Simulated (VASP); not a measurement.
**NbC (Niobocarbide): relaxation of cell and atoms with LDA**

Crystal: NbC (Niobocarbide).

```xyz
2
Lattice="0.0000 2.2133 2.2133 2.2133 0.0000 2.2133 2.2133 2.2133 0.0000" Properties=species:S:1:pos:R:3 pbc="T T T"
Nb    2.2133    2.2133    0.0000
C     2.2133    2.2133    2.2133
```

```
Program                : VASP 6.6.1
Task                   : relaxation of cell and atoms
Functional             : LDA
Potentials or basis    : VASP PAW LDA potentials, release 64 (Nb_sv, C)
Cutoff                 : 600 eV
k mesh                 : 14 × 14 × 14
Occupations            : methfessel-paxton, width 0.1 eV
Spin                   : no spin polarisation
Further INCAR settings : ALGO = Normal; EDIFF = 1e-07; IBRION = 2; EDIFFG = -0.005; NSW = 90; ISIF = 3
```

```json
{"Pressure after relaxing": "0.0 GPa", "Band gap on the k mesh": "none (metal or under the smearing width)"}
```

Final structure:
```
Nb C
1.0
     0.00000    2.21332    2.21332
     2.21332    0.00000    2.21332
     2.21332    2.21332    0.00000
Nb C
1 1
Direct
  0.00000 0.00000 0.00000
  0.50000 0.50000 0.50000
```

Levels at points of the mesh, in eV from the Fermi level:
| k point | band 5 | band 6 | band 7 | band 8 | band 9 | band 10 | band 11 | band 12 |
| --- | --- | --- | --- | --- | --- | --- | --- | --- |
| (0.00, 0.00, 0.00) | -13.52 | -1.46 | -1.46 | -1.46 | -0.32 | -0.32 | -0.32 | 0.30 |
| (0.50, 0.00, 0.00) | -9.62 | -7.80 | -5.35 | -5.35 | 2.16 | 2.16 | 3.63 | 5.83 |
| (0.50, 0.50, 0.00) | -12.19 | -4.43 | -3.88 | -1.37 | -1.37 | 2.02 | 3.31 | 3.31 |

It took 31 s on 1 thread of Intel(R) Xeon(R) Platinum 8488C (Sapphire Rapids), on a shared host, peak memory 0.17 GiB.

Caveat: the relaxation stopped at its first step, so nothing moved.
